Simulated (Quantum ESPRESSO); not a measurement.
The system is CaO.

```xyz
2
Lattice="3.0764 0.0000 0.0000 0.0000 3.0764 0.0000 0.0000 0.0000 3.0764" Properties=species:S:1:pos:R:3 pbc="T T T"
Ca    0.0000    0.0000    0.0000
O     1.5382    1.5382    1.5382
```

The cell was built by a generator and needn't be a form met in nature.

- Program: Quantum ESPRESSO 7.5
- Task: relaxation of cell and atoms
- Functional: B86bPBE
- Dispersion: D2
- Potentials or basis: PseudoDojo 0.5 SR PBE standard
- Cutoff: 1143 eV
- Density cutoff: 4572 eV
- k mesh: 9 × 9 × 9
- Occupations: cold, width 0.136 eV
- Spin: no spin polarisation

At the start: pressure -11.1 GPa; volume 14.56 Å³/atom.

How do energy, volume and symmetry change on relaxing?

Over 4 steps the energy falls by 71.1 meV/atom and the volume is 12.73 Å³/atom (-12.6 %); space group Pm-3m (No. 221, to 0.05 Å).

Step by step:
| step | energy change (eV) | largest force (eV/Å) | pressure (GPa) | volume (Å³) |
| --- | --- | --- | --- | --- |
| 1 | 0.0000 | 0.0000 | -11.14 | 29.12 |
| 2 | -0.0407 | 0.0000 | -9.74 | 28.49 |
| 3 | -0.1402 | 0.0000 | 1.60 | 25.05 |
| 4 | -0.1421 | 0.0000 | -0.15 | 25.46 |

Final structure:
```
Ca O
1.0
     2.94171    0.00000    0.00000
     0.00000    2.94171    0.00000
     0.00000    0.00000    2.94171
Ca O
1 1
Cartesian
  0.0000 0.0000 0.0000
  1.4709 1.4709 1.4709
```

Caveat: D2 keeps the scale fitted for PBE; the potentials were made for another functional, which shifts forces and pressure; this smearing can shift energies of a crystal with a gap.
